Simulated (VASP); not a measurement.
# InAs (F-43m) in VASP: further runs

Aim: see how the results for InAs move with the level of theory and the settings. Levels: PBEsol, r2SCAN. Tasks: band structure.

All numbers are computed with VASP 6.6.1; they aren't measurements. Logs are shortened: lines on timing, memory, paths and dates and some standing lists are left out, and cuts for length are marked.

**What was measured.**

From a printed reference work, data compilation, for a bulk crystal of InAs at 4.2 K: band gap 0.418 eV (direct).

How close the calculation comes is told below.

## Step 1: The structure

The structure is cubic, space group F-43m (No. 216). Conventional cell: a = 6.155 Å, b = 6.155 Å, c = 6.155 Å, α = 90.00°, β = 90.00°, γ = 90.00°. In (site symmetry -43m) is surrounded by 4 As at 2.67 Å. As (site symmetry -43m) is surrounded by 4 In at 2.67 Å.

The cell is a database's computed one.

## Step 2: Band structure, PBEsol

Input file POSCAR:

```
InAs                                    
1.0
   -0.0000000000      3.0774559636      3.0774559636
    3.0774559636      0.0000000000      3.0774559636
    3.0774559636      3.0774559636     -0.0000000000
  In              As            
     1     1
Direct
     0.0000000000000000    0.0000000000000000    0.0000000000000000
     0.7500000000000000    0.7500000000000000    0.7500000000000000
```

Input file INCAR.step1:

```
ALGO = Fast
EDIFF = 1E-6
ENCUT = 520
GGA = PS
ISIF = 2
ISMEAR = 0
LASPH = T
LCHARG = T
LREAL = F
LWAVE = F
NBANDS = 16
NELM = 80
PREC = Accurate
SIGMA = 0.02
```

Input file KPOINTS.step1:

```
k-points
0
Gamma
  3 3 3
```

Input file INCAR.step2:

```
ALGO = Fast
EDIFF = 1E-6
ENCUT = 520
GGA = PS
ICHARG = 11
ISIF = 2
ISMEAR = 0
LASPH = T
LCHARG = F
LREAL = F
LWAVE = F
NBANDS = 16
NELM = 80
PREC = Accurate
SIGMA = 0.05
```

Input file KPOINTS.step2:

```
path GXWKGLUWLK,UX
15
line-mode
reciprocal
 0.0000000000  0.0000000000  0.0000000000  G
 0.5000000000  0.0000000000  0.5000000000  X

 0.5000000000  0.0000000000  0.5000000000  X
 0.5000000000  0.2500000000  0.7500000000  W

 0.5000000000  0.2500000000  0.7500000000  W
 0.3750000000  0.3750000000  0.7500000000  K

 0.3750000000  0.3750000000  0.7500000000  K
 0.0000000000  0.0000000000  0.0000000000  G

 0.0000000000  0.0000000000  0.0000000000  G
 0.5000000000  0.5000000000  0.5000000000  L

 0.5000000000  0.5000000000  0.5000000000  L
 0.6250000000  0.2500000000  0.6250000000  U

 0.6250000000  0.2500000000  0.6250000000  U
 0.5000000000  0.2500000000  0.7500000000  W

 0.5000000000  0.2500000000  0.7500000000  W
 0.5000000000  0.5000000000  0.5000000000  L

 0.5000000000  0.5000000000  0.5000000000  L
 0.3750000000  0.3750000000  0.7500000000  K

 0.6250000000  0.2500000000  0.6250000000  U
 0.5000000000  0.0000000000  0.5000000000  X
```

Potentials or basis: VASP PAW PBE potentials, release 64 (In_d, As).

On the command line:

```
cat potpaw_PBE.64/In_d/POTCAR potpaw_PBE.64/As/POTCAR > POTCAR
cp INCAR.step1 INCAR
cp KPOINTS.step1 KPOINTS
mpirun -np 1 vasp_std > vasp.out
cp INCAR.step2 INCAR
cp KPOINTS.step2 KPOINTS
mpirun -np 1 vasp_std > vasp.out
```

OUTCAR:

```text
EDIFF = 1E-6
   ENCUT = 520
   GGA = PS
   ICHARG = 11
   ISIF = 2
   ISMEAR = 0
   LASPH = T
   LREAL = F
   NELM = 80
   PREC = Accurate

 ion  position               nearest neighbor table
   1  0.000  0.000  0.000-   2 2.67   2 2.67   2 2.67   2 2.67
   2  0.750  0.750  0.750-   1 2.67   1 2.67   1 2.67   1 2.67

  LATTYP: Found a face centered cubic cell.
 ALAT       =     6.1549119272

  Lattice vectors:

 A1 = (   0.0000000000,   3.0774559636,   3.0774559636)
 A2 = (   3.0774559636,   0.0000000000,   3.0774559636)
 A3 = (   3.0774559636,   3.0774559636,   0.0000000000)

Analysis of symmetry for initial positions (statically):
=====================================================================
 Subroutine PRICEL returns:
 Original cell was already a primitive cell.

 Routine SETGRP: Setting up the symmetry group for a
 face centered cubic supercell.

 Subroutine GETGRP returns: Found 24 space group operations
 (whereof 24 operations were pure point group operations)
 out of a pool of 48 trial point group operations.

The static configuration has the point symmetry T_d .

Analysis of symmetry for dynamics (positions and initial velocities):
=====================================================================
 Subroutine PRICEL returns:
 Original cell was already a primitive cell.

 Routine SETGRP: Setting up the symmetry group for a
 face centered cubic supercell.

 Subroutine GETGRP returns: Found 24 space group operations
 (whereof 24 operations were pure point group operations)
 out of a pool of 48 trial point group operations.

The dynamic configuration has the point symmetry T_d .

 Subroutine INISYM returns: Found 24 space group operations
 (whereof 24 operations are pure point group operations),
 and found     1 'primitive' translations

----------------------------------------------------------------------------------------

                                     Primitive cell

  volume of cell :      58.2915

  direct lattice vectors                    reciprocal lattice vectors
     0.000000000  3.077455964  3.077455964    -0.162471862  0.162471862  0.162471862
     3.077455964  0.000000000  3.077455964     0.162471862 -0.162471862  0.162471862
     3.077455964  3.077455964  0.000000000     0.162471862  0.162471862 -0.162471862

  length of vectors
     4.352179961  4.352179961  4.352179961     0.281409519  0.281409519  0.281409519

  position of ions in fractional coordinates (direct lattice)
     0.000000000  0.000000000  0.000000000
     0.750000000  0.750000000  0.750000000

  ion indices of the primitive-cell ions
   primitive index   ion index
                 1           1
                 2           2

----------------------------------------------------------------------------------------

 KPOINTS: path GXWKGLUWLK,UX

Interpolating k-points between supplied coordinates.

 Line segments in fractional coordinates (reciprocal lattice):
    0.000000  0.000000  0.000000  ...  0.500000  0.000000  0.500000
    0.500000  0.000000  0.500000  ...  0.500000  0.250000  0.750000
    0.500000  0.250000  0.750000  ...  0.375000  0.375000  0.750000
    0.375000  0.375000  0.750000  ...  0.000000  0.000000  0.000000
    0.000000  0.000000  0.000000  ...  0.500000  0.500000  0.500000
    0.500000  0.500000  0.500000  ...  0.625000  0.250000  0.625000
    0.625000  0.250000  0.625000  ...  0.500000  0.250000  0.750000
    0.500000  0.250000  0.750000  ...  0.500000  0.500000  0.500000
    0.500000  0.500000  0.500000  ...  0.375000  0.375000  0.750000
    0.625000  0.250000  0.625000  ...  0.500000  0.000000  0.500000

 Generated    15 points on each line segment, for a total of    150 k-points:

 Following reciprocal coordinates:
            Coordinates               Weight
  0.000000  0.000000  0.000000      0.006667
  0.035714  0.000000  0.035714      0.006667
  0.071429  0.000000  0.071429      0.006667
  0.107143  0.000000  0.107143      0.006667
  0.142857  0.000000  0.142857      0.006667
  0.178571  0.000000  0.178571      0.006667
[... 16 lines left out ...]
  0.500000  0.125000  0.625000      0.006667
  0.500000  0.142857  0.642857      0.006667
 [... further k-points ...]
   k-points           NKPTS =    150   k-points in BZ     NKDIM =    150   number of bands    NBANDS=     16
   number of dos      NEDOS =    301   number of ions     NIONS =      2
   total plane-waves  NPLWV =  32768
   dimension x,y,z NGX =    32 NGY =   32 NGZ =   32
   dimension x,y,z NGXF=    64 NGYF=   64 NGZF=   64
   ions per type =               1   1
   NGX,Y,Z   is equivalent  to a cutoff of  12.22, 12.22, 12.22 a.u.
   NGXF,Y,Z  is equivalent  to a cutoff of  24.45, 24.45, 24.45 a.u.
 SYSTEM =  unknown system
   PREC   = accura    normal or accurate (medium, high low for compatibility)
   ISTART =      0    job   : 0-new  1-cont  2-samecut
   ICHARG =     11    charge: 1-file 2-atom 10-const
   ISPIN  =      1    spin polarized calculation?
   LNONCOLLINEAR =      F non collinear calculations
   LSORBIT =      F    spin-orbit coupling
   LASPH  =      T    aspherical Exc in radial PAW
   ENCUT  =  520.0 eV  38.22 Ry    6.18 a.u.   8.09  8.09  8.09*2*pi/ulx,y,z
   NELM   =     80;   NELMIN=  2; NELMDL=  0     # of ELM steps
   EDIFF  = 0.1E-05   stopping-criterion for ELM
   LREAL  =      F    real-space projection
   EDIFFG = 0.1E-04   stopping-criterion for IOM
   NSW    =      0    number of steps for IOM
   IBRION =     -1    ionic relax: 0-MD 1-quasi-New 2-CG
   NFREE  =      0    steps in history (QN), initial steepest desc. (CG)
   ISIF   =      2    stress and relaxation
   ISYM   =      2    0-nonsym 1-usesym 2-fastsym
   POTIM  = 0.5000    time-step for ionic-motion
   TEBEG  =    0.0;   TEEND  =   0.0 temperature during run
   PSTRESS=    0.0 pullay stress
   NELECT =      18.0000    total number of electrons
   NUPDOWN=      -1.0000    fix difference up-down
   EMIN   =  10.00;   EMAX   =-10.00  energy-range for DOS
   EFERMI =   0.00;   METHOD = LEGACY
   ISMEAR =     0;   SIGMA  =   0.05  broadening in eV -4-tet -1-fermi 0-gaus
   EFERMI_NEDOS =   21; number of points for ismear=-14 and -15
   IALGO  =     68    algorithm
   IMIX   =      4    mixing-type and parameters
     AMIX     =   0.40;   BMIX     =  1.00
     AMIX_MAG =   1.60;   BMIX_MAG =  1.00
  volume/ion in A,a.u.               =      29.15       196.69
  Fermi-wavevector in a.u.,A,eV,Ry     =   1.106532  2.091042 16.659139  1.224412
  Thomas-Fermi vector in A             =   2.243034
   LORBIT       =      0    0 simple, 1 ext, 2 COOP (PROOUT), +10 PAW based schemes
   GGA     = PS    functional components
   LHFCALC =     F    Hartree Fock is set to
   AEXX    =    0.0000 exact exchange contribution
   IVDW    =     0    specifies the selected vdW correction
   LEPSILON=     F    determine dielectric tensor
   LRPA    =     F    only Hartree local field effects (RPA)
 non-spin polarized calculation
 RMM-DIIS sequential band-by-band and
 Gauss-broadening in eV      SIGMA  =   0.05
  energy-cutoff  :      520.00
  volume of cell :       58.29
 maximum number of plane-waves:      1596

 number of electron      18.0000005 magnetization

 Free energy of the ion-electron system (eV)
  ---------------------------------------------------
  ext. energy  EPLUGINS =         0.00000000
  ---------------------------------------------------
  free energy    TOTEN  =        -8.65814850 eV

  energy without entropy =       -8.65628458  energy(sigma->0) =       -8.65721654

 E-fermi :   3.9845     XC(G=0):  -9.0026

 val. band max:        3.9627590779   @ k =   0.0000   0.0000   0.0000
 cond. band min:       4.1687097483   @ k =   0.0357   0.0357   0.0357
 fundamental gap:      0.2059506704
 Fermi energy:         3.9845472839

 k-point     1 :       0.0000    0.0000    0.0000
  band No.  band energies     occupation
      1     -10.3676      2.00000
      2     -10.3676      2.00000
      3     -10.3676      2.00000
      4     -10.2624      2.00000
      5     -10.2624      2.00000
      6      -7.5950      2.00000
[... 8 lines left out ...]
     15      13.4230      0.00000
     16      13.4239      0.00000

 k-point     2 :       0.0357    0.0000    0.0357
  band No.  band energies     occupation
      1     -10.3699      2.00000
      2     -10.3669      2.00000
      3     -10.3669      2.00000
      4     -10.2628      2.00000
      5     -10.2622      2.00000
      6      -7.5787      2.00000
[... 8 lines left out ...]
     15      13.0052      0.00000
     16      13.4369      0.00000

 k-point     3 :       0.0714    0.0000    0.0714
  band No.  band energies     occupation
      1     -10.3765      2.00000
      2     -10.3645      2.00000
      3     -10.3645      2.00000
      4     -10.2637      2.00000
      5     -10.2615      2.00000
      6      -7.5298      2.00000
[... 8 lines left out ...]
     15      12.3700      0.00000
     16      13.4783      0.00000

 k-point     4 :       0.1071    0.0000    0.1071
  band No.  band energies     occupation
      1     -10.3869      2.00000
      2     -10.3605      2.00000
      3     -10.3605      2.00000
      4     -10.2652      2.00000
      5     -10.2604      2.00000
      6      -7.4496      2.00000
[... 8 lines left out ...]
     15      12.0298      0.00000
     16      13.5473      0.00000
[... 324 lines left out ...]
 k-point    22 :       0.5000    0.1071    0.6071
  band No.  band energies     occupation
      1     -10.5083      2.00000
      2     -10.3098      2.00000
      3     -10.3031      2.00000
      4     -10.2865      2.00000
      5     -10.2467      2.00000
      6      -5.7423      2.00000
[... 8 lines left out ...]
     15      15.1973      0.00000
     16      15.4942      0.00000

 k-point    23 :       0.5000    0.1250    0.6250
  band No.  band energies     occupation
      1     -10.5060      2.00000
      2     -10.3127      2.00000
      3     -10.3036      2.00000
      4     -10.2847      2.00000
      5     -10.2479      2.00000
      6      -5.7376      2.00000
[... 8 lines left out ...]
     15      15.1913      0.00000
     16      15.5229      0.00000

 k-point    24 :       0.5000    0.1429    0.6429
  band No.  band energies     occupation
      1     -10.5037      2.00000
      2     -10.3158      2.00000
      3     -10.3040      2.00000
      4     -10.2829      2.00000
      5     -10.2492      2.00000
      6      -5.7329      2.00000
[... 8 lines left out ...]
     15      15.1977      0.00000
     16      15.4884      0.00000

 [... further k-points ...]

------------------------ aborting loop because EDIFF is reached ----------------------------------------

  FORCE on cell =-STRESS in cart. coord.  units (eV):
  Direction    XX          YY          ZZ          XY          YZ          ZX
  --------------------------------------------------------------------------------------
  -------------------------------------------------------------------------------------
  Total       -0.6538029     -0.6538029     -0.6538029      0.0000000      0.0000000      0.0000000
  in kB      -17.9701569    -17.9701569    -17.9701569      0.0000000      0.0000000      0.0000000
  external PRESSURE =     -17.9701569 kB  Pullay stress =       0.0000000 kB

 VOLUME and BASIS-vectors are now :
 -----------------------------------------------------------------------------
  energy-cutoff  :      520.00
  volume of cell :       58.29
      direct lattice vectors                 reciprocal lattice vectors
     0.000000000  3.077455964  3.077455964    -0.162471862  0.162471862  0.162471862
     3.077455964  0.000000000  3.077455964     0.162471862 -0.162471862  0.162471862
     3.077455964  3.077455964  0.000000000     0.162471862  0.162471862 -0.162471862

 POSITION                                       TOTAL-FORCE (eV/Angst)
 -----------------------------------------------------------------------------------
      0.00000      0.00000      0.00000        -0.000000     -0.000000     -0.000000
      4.61618      4.61618      4.61618         0.000000      0.000000      0.000000
 -----------------------------------------------------------------------------------
    total drift:                                0.000000      0.000000     -0.000000

  FREE ENERGIE OF THE ION-ELECTRON SYSTEM (eV)
  ---------------------------------------------------
  free  energy   TOTEN  =        -8.6581485031 eV

  energy  without entropy=       -8.6562845783  energy(sigma->0) =       -8.65721654
```

It took 62 s on 1 thread of Intel Xeon Platinum 8488C (Sapphire Rapids), shared host; peak memory 0.27 GiB.

Results:

```yaml
Band_gap_along_the_path: none (metal or under the smearing width)
```

Levels at the corners of the path, in eV from the Fermi level:
```csv
point,band 6,band 7,band 8,band 9,band 10,band 11,band 12,band 13
Γ,-11.56,-0.59,-0.01,-0.01,-0.01,3.75,3.75,3.75
X,-9.73,-5.73,-2.21,-2.21,1.44,1.92,8.75,8.80
X,-9.73,-5.73,-2.21,-2.21,1.44,1.92,8.75,8.80
W,-9.69,-5.60,-2.81,-2.73,3.92,4.14,4.70,5.90
W,-9.69,-5.60,-2.81,-2.73,3.92,4.14,4.70,5.90
K,-9.75,-5.60,-3.11,-1.85,1.97,4.04,6.94,7.11
K,-9.75,-5.60,-3.11,-1.85,1.97,4.04,6.94,7.11
Γ,-11.56,-0.59,-0.01,-0.01,-0.01,3.75,3.75,3.75
Γ,-11.56,-0.59,-0.01,-0.01,-0.01,3.75,3.75,3.75
L,-10.23,-5.61,-0.94,-0.94,0.71,4.51,4.51,6.59
L,-10.23,-5.61,-0.94,-0.94,0.71,4.51,4.51,6.59
U,-9.75,-5.60,-3.11,-1.85,1.97,4.04,6.94,7.11
U,-9.75,-5.60,-3.11,-1.85,1.97,4.04,6.94,7.11
W,-9.69,-5.60,-2.81,-2.73,3.92,4.14,4.70,5.90
W,-9.69,-5.60,-2.81,-2.73,3.92,4.14,4.70,5.90
L,-10.23,-5.61,-0.94,-0.94,0.71,4.51,4.51,6.59
L,-10.23,-5.61,-0.94,-0.94,0.71,4.51,4.51,6.59
K,-9.75,-5.60,-3.11,-1.85,1.97,4.04,6.94,7.11
U,-9.75,-5.60,-3.11,-1.85,1.97,4.04,6.94,7.11
X,-9.73,-5.73,-2.21,-2.21,1.44,1.92,8.75,8.80
```

Caveat: the k mesh is coarse (spacing up to 0.59 Å⁻¹), so the values aren't converged; the log is that of the step along the path at fixed density, whose energy, stress, charges and moments have no meaning; the PAW data sets were made with another functional, which shifts forces and pressure a little; spin-orbit coupling is left out, which moves the levels of the heavy elements; this crystal is a semiconductor, whose small gap the functional closes, so the metal is an error of the method.

[end of part 1 of 2]
